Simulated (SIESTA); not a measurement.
The system is SnTe.

```xyz
2
Lattice="0.0000 3.1509 3.1509 3.1509 0.0000 3.1509 3.1509 3.1509 0.0000" Properties=species:S:1:pos:R:3 pbc="T T T"
Te    3.1509    3.1509    3.1509
Sn    0.0000    0.0000    0.0000
```

```yaml
Program: SIESTA 5.4.2
Task: single point
Functional: PBE
Potentials_or_basis: PseudoDojo 0.4 standard (PBE files)
Basis: DZP (energy shift 0.002 Ry)
Grid_cutoff: 500 Ry
Energy_shift: 0.002 Ry
k_mesh: 7 × 7 × 7
Occupations: fermi-dirac, width 0.05 eV
Spin: no spin polarisation
```

On this cell: pressure 3.6 GPa; largest force zero by symmetry; band gap on the k mesh not listed.

The same run follows on a disturbed copy (atoms moved at random, drawn with an rms of 0.05 Å):

```
Te Sn
1.0
     0.00000    3.15085    3.15085
     3.15085    0.00000    3.15085
     3.15085    3.15085    0.00000
Te Sn
1 1
Cartesian
  3.1510 3.2022 3.1652
  -0.0421 0.0002 -0.0197
```

What changes?

The energy moves by +1.1 meV/atom; pressure 3.7 GPa; largest force 0.054 eV/Å; band gap on the k mesh 0.70 eV, direct.

Forces in eV/Å, atoms in the order of the input:
```
Te  -0.031 -0.037 -0.026
Sn   0.030  0.037  0.026
```

Caveats: semicore shells carry a single zeta, which can move pressures by several GPa and volumes by a few percent; the basis of atomic orbitals isn't converged, which shifts pressures, moduli and gaps; spin-orbit coupling is left out, which moves the levels of the heavy elements (some runs); an odd mesh through Γ misses points on the zone boundary, where band edges often lie (some runs).
